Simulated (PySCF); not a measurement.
**Phenolate (C₆H₅O−): geometry, NMR shifts, spin-spin couplings and electronic excitations**

Wanted: the NMR shifts, spin-spin couplings and electronic excitations of Phenolate (C₆H₅O−) (`[O-]c1ccccc1`), by calculation.

Programs: PySCF 2.14.0, with density-fitted response routines of our own. Each step states its level of theory. These are calculated values for one molecule in the gas phase, unless marked as measured. Atoms count from 0, in the outputs and in this text.

## (1) Starting geometry

12 atoms, charge -1, multiplicity 1; geometry from: GFN2-xTB.

Bonds of the start (Å): O0–C1 1.26, C1–C2 1.43, C2–C3 1.37, C3–C4 1.39, C4–C5 1.39, C5–C6 1.37, C6–C1 1.43, C2–H7 1.09, C3–H8 1.09, C4–H9 1.09, C5–H10 1.09, C6–H11 1.09.

## (2) Geometry optimisation at PBE0-D3(BJ)/def2-SVP

What the job is given:

```
{"job": {"xc": "PBE0", "basis": "def2-SVP", "d3": "d3bj", "grid": 1, "kind": "geom"}, "charge": -1, "multiplicity": 1}
O     -1.834562    -1.982065     0.069608
C     -0.978098    -1.056864     0.036229
C     -1.331981     0.331034     0.025088
C     -0.392938     1.331051    -0.012289
C      0.966678     1.044399    -0.040489
C      1.357019    -0.289460    -0.030726
C      0.432617    -1.303101     0.005530
H     -2.388465     0.580489     0.048064
H     -0.715024     2.372067    -0.019259
H      1.703925     1.840434    -0.068619
H      2.419469    -0.531007    -0.052362
H      0.762558    -2.337662     0.013198
```

**Question.** This job is followed by: GIAO PBE0/pcSseg-1 NMR shielding, non-relativistic, gas phase; B3LYP/pcJ-1 indirect spin-spin coupling, non-relativistic, gas phase; TDDFT CAM-B3LYP/def2-SVPD, vertical, gas phase, core orbitals frozen in the response; GIAO B3LYP/pcSseg-2 NMR shielding, non-relativistic, gas phase. What will the session give for the following? point group; rotational constants (main isotopes); ¹³C shifts against TMS (PBE0/pcSseg-1, means over atoms taken as alike); ¹H shifts against TMS (PBE0/pcSseg-1, means over atoms taken as alike); ¹⁷O shifts against H2O (PBE0/pcSseg-1); largest coupling of the table (B3LYP/pcJ-1); lowest singlet (CAM-B3LYP/def2-SVPD); brightest single state of those computed; lowest triplet; range of the shift of O0.

As calculated:

| quantity | value |
| --- | --- |
| point group | C2v |
| rotational constants (main isotopes) | 5.72, 2.68, 1.83 GHz |
| ¹³C shifts against TMS (PBE0/pcSseg-1, means over atoms taken as alike) | 177.4, 131.6, 124.2, 98.6 ppm |
| ¹H shifts against TMS (PBE0/pcSseg-1, means over atoms taken as alike) | 6.37, 5.65, 4.97 ppm |
| ¹⁷O shifts against H2O (PBE0/pcSseg-1) | 356.3 ppm |
| largest coupling of the table (B3LYP/pcJ-1) | ¹J(C,H) C4–H9, 160.0 Hz |
| lowest singlet (CAM-B3LYP/def2-SVPD) | 4.23 eV (293 nm), f = 0.074 |
| brightest single state of those computed | state 6, 5.20 eV, f = 0.222 |
| lowest triplet | 3.14 eV |
| range of the shift of O0 | 335.0 to 356.3 ppm |

The optimisation took 4 steps and gained 0.050 eV; among the close pairs (by a distance rule), C1–C6 changed most, from 1.432 to 1.451 Å. No frequency check was run at this level, so the end point may be a saddle. At PBE0/pcSseg-1: The widest tensor belongs to O0: span 586 ppm, with a paramagnetic part of -426 ppm. NICS(1)zz of -17 ppm above the planar ring from C1 marks a diatropic (aromatic) ring current. Of the pairs tabulated at B3LYP/pcJ-1, C4–H9 couples most strongly (160.0 Hz; Fermi contact 157.7 Hz). The lowest singlet, at 4.23 eV, is HOMO→LUMO+2 0.96 and is bright; of the 10 states computed, the strongest absorption comes from state 6 at 5.20 eV. The lowest triplet lies 1.09 eV below the lowest singlet (triplets in Tamm-Dancoff, singlets in full TDDFT). The lowest singlet lies above −ε(HOMO); no detachment energy was computed, so the anion's states may not be bound. Across the 2 runs the shift of O0 moves most, between 335.0 (B3LYP/pcSseg-2) and 356.3 ppm (PBE0/pcSseg-1). Part of that comes from the computed reference.
